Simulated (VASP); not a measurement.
Crystal: HfC.

```
Hf C
1.0
     0.00000    2.32500    2.32500
     2.32500    0.00000    2.32500
     2.32500    2.32500    0.00000
Hf C
1 1
Direct
  0.50000 0.50000 0.50000
  0.00000 0.00000 0.00000
```

* Program: VASP 6.6.1
* Task: relaxation of cell and atoms
* Functional: PBEsol
* Dispersion: D4
* Potentials or basis: VASP PAW PBE potentials, release 64 (Hf_pv, C)
* Cutoff: 600 eV
* k mesh: 10 × 10 × 10
* Occupations: fermi-dirac, width 0.05 eV
* Spin: no spin polarisation

At the start: pressure -9.0 GPa; volume 12.57 Å³/atom.

**Question.** How do energy, volume and symmetry change on relaxing?

**Answer.** Over 6 steps the energy falls by 13.4 meV/atom and the volume is 12.11 Å³/atom (-3.7 %); space group Fm-3m (No. 225, to 0.05 Å).

The path:
| step | energy change (eV) | largest force (eV/Å) | pressure (GPa) | volume (Å³) |
| --- | --- | --- | --- | --- |
| 1 | 0.0000 | 0.0000 | -8.98 | 25.14 |
| 2 | 0.0626 | 0.0000 | 19.54 | 22.66 |
| 3 | -0.0268 | 0.0000 | -0.27 | 24.23 |
| 4 | -0.0268 | 0.0000 | 0.07 | 24.20 |
| 5 | -0.0268 | 0.0000 | -0.12 | 24.22 |
| 6 | -0.0268 | 0.0000 | 0.01 | 24.21 |

Final structure:
```cif
data_structure
_symmetry_space_group_name_H-M 'P 1'
_symmetry_Int_Tables_number 1
_cell_length_a 3.2472
_cell_length_b 3.2472
_cell_length_c 3.2472
_cell_angle_alpha 60.000
_cell_angle_beta 60.000
_cell_angle_gamma 60.000
_cell_volume 24.21
loop_
_atom_site_label
_atom_site_type_symbol
_atom_site_fract_x
_atom_site_fract_y
_atom_site_fract_z
_atom_site_occupancy
Hf1 Hf 0.50000 0.50000 0.50000 1
C1 C 0.00000 0.00000 0.00000 1
```

Caveat: the PAW data sets were made with another functional, which shifts forces and pressure a little; pairwise dispersion overbinds metals, which lowers pressure and volume.
